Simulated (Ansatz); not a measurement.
# Li2O: the cost of one run

Program: Ansatz 0.2.0. Level of theory: DFT PBEsol, scalar-relativistic, plane waves, PAW. These are calculated values, not measurements.

1 further run of the same task is left out (set aside as unsound or not needed).

**1. The system as given**

Symmetry: Fm-3m, No. 225, cubic system. Conventional cell: a = 4.619 Å, b = 4.619 Å, c = 4.619 Å, α = 90.00°, β = 90.00°, γ = 90.00°. Around Li (site symmetry -43m) lie 4 O at 2.00 Å. Around O (site symmetry m-3m) lie 8 Li at 2.00 Å.

Coordinates:

```xyz
3
Lattice="0.0000 2.3095 2.3095 2.3095 0.0000 2.3095 2.3095 2.3095 0.0000" Properties=species:S:1:pos:R:3 pbc="T T T"
Li    1.1548    1.1547    1.1548
Li    3.4642    3.4643    3.4642
O     2.3095    4.6190    2.3095
```

The structure comes from the Crystallography Open Database.

**2. A change within a subgroup**

The change: strain xx, yy, zz, yz, xz, xy = -1.6, -1.6, -1.6, -1.0, +1.0, -1.0 %; atoms moved by 0.03 Å root mean square, at most 0.04 Å.

input.yaml reads:

```yaml
crystal:
  lattice:
    - [0.0, 2.24834444, 2.24834444]
    - [2.29453444, -0.04619, 2.29453444]
    - [2.24834444, 2.24834444, 0.0]
  atoms:
    - { symbol: Li, position: [0.2531237887, 0.2406286338, 0.2531237887] }
    - { symbol: Li, position: [0.7447268523, 0.765819443, 0.7447268523] }
    - { symbol: O, position: [0.0021493589, -0.0064480767, 0.0021493589] }
basis:
  ecutwfc: 420
kpoints:
  mp_grid: { grid: [8, 8, 8] }
hamiltonian:
  xc: pbesol
scf:
  occupations: { method: gaussian, width: 0.02 }
output:
  forces: true
  stress: true
  eigenvalues: true
```

On the command line:

```console
> ansatz run input.yaml --threads 1 --pin off --max-ram 1331MiB --backend cpu --events-out ev --progress --plain --runs-dir out
```

**Question.** How long does this run take on 1 thread of an x86-64 CPU, shared host, and how much memory does it need?

About 3.3 s, with a peak of 0.31 GiB.
